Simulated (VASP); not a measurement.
A run of VASP 6.6.1 is set up as follows.

File INCAR:

```
SYSTEM = SiC
PREC = Accurate
ENCUT = 520
EDIFF = 1E-6
ISMEAR = -1
SIGMA = 0.02
LREAL = .FALSE.
LASPH = .TRUE.
NELM = 80
ALGO = Normal
ISIF = 2
LWAVE = .FALSE.
LCHARG = .TRUE.
GGA = PS
IVDW = 12
LELF = .TRUE.
```

KPOINTS

```
regular mesh
0
G
  10 10 5
  0 0 0
```

The input POSCAR:

```
SiC
1.0
    3.0760000000      0.0000000000      0.0000000000
   -1.5380000000      2.6638941420      0.0000000000
    0.0000000000      0.0000000000      5.0480000000
Si C
2 2
Cartesian
    1.5372648360      0.8631070298      2.5655753280
    0.0125608460      1.7598457231      0.0067289840
    1.5909195040      0.9037047765      4.4799334160
    0.0233622200      1.7823955870      1.9183561040
```

Potentials or basis: VASP PAW PBE potentials, release 64 (Si, C).

Run with:

```sh
$ cat potpaw_PBE.64/Si/POTCAR potpaw_PBE.64/C/POTCAR > POTCAR
$ mpirun -np 1 vasp_std > vasp.out
```

Q: What does it give for the dispersion energy per atom?

A: -0.242 eV.

Q: Predict the band gap on the k mesh.

A: 2.19 eV, indirect (least direct gap 3.84 eV).

Q: What does it give for the pressure?

A: -3.1 GPa.

Q: Predict the largest force.

A: 1.499 eV/Å.

Stress tensor (GPa, compression positive):
```
-1.96  1.16  1.57
 1.16 -2.65  1.52
 1.57  1.52 -4.69
```

Caveat: the PAW data sets were made with another functional, which shifts forces and pressure a little; an odd mesh through Γ misses points on the zone boundary, where band edges often lie.
